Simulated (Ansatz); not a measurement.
Trial structure of Al3GaN4, not yet relaxed:

```yaml
crystal:
  lattice:
    - [3.35223, 0.00000, 0.00000]
    - [0.00000, 3.35223, 0.00000]
    - [0.00000, 0.00000, 9.48153]
  atoms:
    - { symbol: Al, position: [0.00000, 0.00000, 0.25000] }
    - { symbol: Al, position: [0.50000, 0.50000, 0.50000] }
    - { symbol: Al, position: [0.00000, 0.00000, 0.75000] }
    - { symbol: Ga, position: [0.50000, 0.50000, 0.00000] }
    - { symbol: N, position: [0.00000, 0.00000, 0.00000] }
    - { symbol: N, position: [0.50000, 0.50000, 0.25000] }
    - { symbol: N, position: [0.00000, 0.00000, 0.50000] }
    - { symbol: N, position: [0.50000, 0.50000, 0.75000] }
```

Method: DFT PBE, scalar-relativistic, plane waves, PAW in Ansatz 0.2.0. Plane waves to 420 eV, a k mesh through Γ of 6×6×2 on the computed 8-atom cell and Gaussian smearing (0.10 eV); no spin polarisation.

Energies over the elements count from the elements' standard structures at the same level (N₂ as a molecule), with no fitted energy shifts.

Task: How far from equilibrium is it?

Result: The pressure is -40.4 GPa (the mean over three directions, positive in compression), the largest force is 0.42 eV/Å, and the energy is −0.01 eV/atom against the elements. The shortest distance is 2.37 Å.

Task: How much does it gain on relaxing, and where does it end?

Result: Relaxing gains about 0.85 eV/atom in 14 ionic steps and ends at −0.867 eV/atom on the finer mesh. The symmetry stays P4/mmm (No. 123). The volume per atom shrinks by 34.2 %, from 13.3 to 8.8 Å³. The shortest distance goes from 2.37 Å (Al–N and Ga–N) to 2.01 Å (Al–N). Conventional cell: a = 2.914 Å, c = 8.261 Å. Al on a site of symmetry 4mm is surrounded by 6 N at 2.03–2.10 Å; Ga has 6 N at 2.06–2.12 Å; around N on a site of symmetry 4/mmm lie 4 Ga at 2.06 Å and 2 Al at 2.10 Å; 3 more sites not described.

The last run used a 10×10×4 mesh (in the run's order of axes) for its 8-atom cell and Gaussian smearing of 0.02 eV. The relaxation can't lower the symmetry of the start. Symmetry constrained the relaxation, so the result can be a saddle point. Another cell of Al3GaN4 relaxed alike, in I-42m, lies 253 meV/atom lower, so this cell isn't the stable form at this level.
